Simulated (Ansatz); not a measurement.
**W, one structure, two calculations**

Cell: a structure deposited in the COD, taken as it stands.

Space group Pm-3n (No. 223); a = 5.0830 Å.

| site | Wyckoff | site symmetry | x | y | z |
| --- | --- | --- | --- | --- | --- |
| W1 | 2a | m-3. | 0.0000 | 0.0000 | 0.0000 |
| W3 | 6c | -4m.2 | 0.0000 | 0.5000 | 0.2500 |

One atom of each set is listed.

First run. Method: Kohn–Sham DFT in Ansatz, PBE, plane waves and PAW, scalar-relativistic, 420 eV cutoff, Γ-centred 9×9×9 k-points, Fermi–Dirac smearing 0.02 eV.

```
site  V_zz (10²¹ V/m²)     η
  W3             -6.40  0.00
```

Second run. The same atoms and settings, except that spin–orbit coupling is included (fully relativistic PAW files) and the Fermi–Dirac smearing is 0.05 eV.

(1) Given the first result, estimate the second.

Results:

(1) 

```json
{"site": "W3", "V_zz": "-9.13", "η": "0.00", "change of V_zz": "-2.73"}
```

The largest change of V_zz is on W3, from -6.40 to -9.13. In per cent, |V_zz| changes by +43 on W (all sites that start above 2). Sites without a gradient aren't listed.

The run finds no gap above 0.1 eV (a metal, or nearly one), so the gradients can move by 10 % or more with the k-mesh.
